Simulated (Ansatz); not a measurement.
# InP: the cost of one run

The runs shown are made with Ansatz 0.2.0. PAW datasets, plane waves. The calculation is spin-unpolarised, and the structure need not be a phase that has been made.

### 1 Starting point

The cell was relaxed beforehand with r2SCAN.

The symmetry is P6_3/mmc (No. 194, hexagonal); conventional cell a = 4.393 Å, c = 5.973 Å, 24.96 Å³ an atom. Around In lie 3 P at 2.54 Å; around P lie 3 In at 2.54 Å.

As a file:

```
In P
1.0
     4.39311    0.00000    0.00000
    -2.19655    3.80454    0.00000
     0.00000    0.00000    5.97350
In P
2 2
Cartesian
  0.0000 2.5364 1.4934
  2.1966 1.2682 4.4801
  2.1966 1.2682 1.4934
  0.0000 2.5364 4.4801
```

### 2 PBE band path

The input, input.yaml:

```yaml
crystal:
  lattice:
    - [4.3931098135, 0.0, 0.0]
    - [-2.1965549068, 3.8045447001, 0.0]
    - [0.0, 0.0, 5.973496676]
  atoms:
    - { symbol: In, position: [0.3333333333, 0.6666666667, 0.25] }
    - { symbol: In, position: [0.6666666667, 0.3333333333, 0.75] }
    - { symbol: P, position: [0.6666666667, 0.3333333333, 0.25] }
    - { symbol: P, position: [0.3333333333, 0.6666666667, 0.75] }
kpoints:
  mp_grid: { grid: [6, 6, 4] }
  band_path:
    path:
      - [[0.0, 0.0, 0.0], [0.5, 1.045865312122e-16, 0.0], [0.3333333333333, 0.3333333333333, 0.0], [0.0, 0.0, 0.0], [0.0, 0.0, 0.5], [0.5, 1.045865312122e-16, 0.5], [0.3333333333333, 0.3333333333333, 0.5], [0.0, 0.0, 0.5]]
      - [[0.5, 1.045865312122e-16, 0.5], [0.5, 1.045865312122e-16, 0.0]]
      - [[0.3333333333333, 0.3333333333333, 0.5], [0.3333333333333, 0.3333333333333, 0.0]]
    npoints: 10
hamiltonian:
  xc: pbe
scf:
  occupations: { method: fermi_dirac, width: 0.02 }
  n_extra_bands: 5
output:
  forces: true
  stress: true
  eigenvalues: true
```

Launch:

```
$ ansatz run input.yaml --threads 2 --pin off --max-ram 2211MiB --backend cpu --events-out ev --progress --plain --runs-dir out
```

What time and memory should one allow on 2 threads of Intel Xeon at 2.50GHz (Skylake/Cascade Lake), shared host?

About 12 s, with a peak of 0.4 GiB.
